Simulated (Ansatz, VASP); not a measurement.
This is a calculation of Sb (Antimony) for VASP 6.6.1. 

Contents of INCAR:

```
SYSTEM = Sb
PREC = Accurate ; ENCUT = 600
EDIFF = 1E-6 ; ISMEAR = -1
SIGMA = 0.05 ; LREAL = .FALSE.
LASPH = .TRUE. ; NELM = 80
ALGO = Normal ; ISIF = 3
LWAVE = .FALSE. ; LCHARG = .FALSE.
GGA = PE ; IVDW = 12
IBRION = 2 ; NSW = 40
EDIFFG = -0.02
```

File KPOINTS:

```
Automatic mesh
0
G
  8 8 8
  0 0 0
```

File POSCAR:

```
Sb
1.0
    2.1542000000      1.2437279499      3.7580000000
   -2.1542000000      1.2437279499      3.7580000000
    0.0000000000     -2.4874558998      3.7580000000
Sb
2
Direct
    0.7665100000      0.7665100000      0.7665100000
    0.2334900000      0.2334900000      0.2334900000
```

Potentials or basis: VASP PAW PBE potentials, release 64 (Sb).

The run is started by

```console
$ cat potpaw_PBE.64/Sb/POTCAR > POTCAR
$ mpirun -np 1 vasp_std > vasp.out
```

Q: Set up the same calculation for Ansatz 0.2.0. Potentials or basis there: Ansatz PAW, cutoff 420 eV.

A: As run (cutoffs and basis follow the program's own potentials, and thresholds, step limits or extra output files can differ):

Contents of input.yaml:

```yaml
crystal:
  lattice:
    - [2.1542, 1.2437279499, 3.758]
    - [-2.1542, 1.2437279499, 3.758]
    - [0.0, -2.4874558998, 3.758]
  atoms:
    - { symbol: Sb, position: [0.76651, 0.76651, 0.76651] }
    - { symbol: Sb, position: [0.23349, 0.23349, 0.23349] }
hamiltonian:
  xc: pbe
  pseudopotentials: { kind: paw }
  dispersion: d3bj
kpoints:
  mp_grid: { grid: [8, 8, 8] }
scf:
  occupations: { method: fermi_dirac, width: 0.05 }
output:
  forces: true
  stress: true
relax:
  f_tol: 0.01
  max_steps: 40
  cell: { stress_tol: 0.05 }
```

Potentials or basis: Ansatz PAW.

Run with:

```bash
$ ansatz run input.yaml --threads 2 --pin off --max-ram 5120MiB --backend cpu --events-out ev --progress --plain --runs-dir out
```

Both were run:

|  | VASP | Ansatz |
| --- | --- | --- |
| Relaxed volume | 29.75 Å³/atom | 29.80 Å³/atom |
| Relaxed cell | a = 4.445 Å, b = 4.445 Å, c = 4.445 Å, α = 58.16°, β = 58.16°, γ = 58.16° | a = 4.445 Å, b = 4.445 Å, c = 4.445 Å, α = 58.25°, β = 58.25°, γ = 58.25° |
| Space group after relaxing | R-3m (No. 166) | R-3m (No. 166) |
| Pressure after relaxing | 0.0 GPa | 0.0 GPa |

Ansatz's pressure holds a Pulay term of +0.03 GPa for its cutoff of 420 eV, which the other run lacks.

The potentials hold 10 and 30 valence electrons a cell.

Where Ansatz's input types no cutoff or centring, it takes its own default and a Γ-centred mesh.

Pressure is positive in compression.
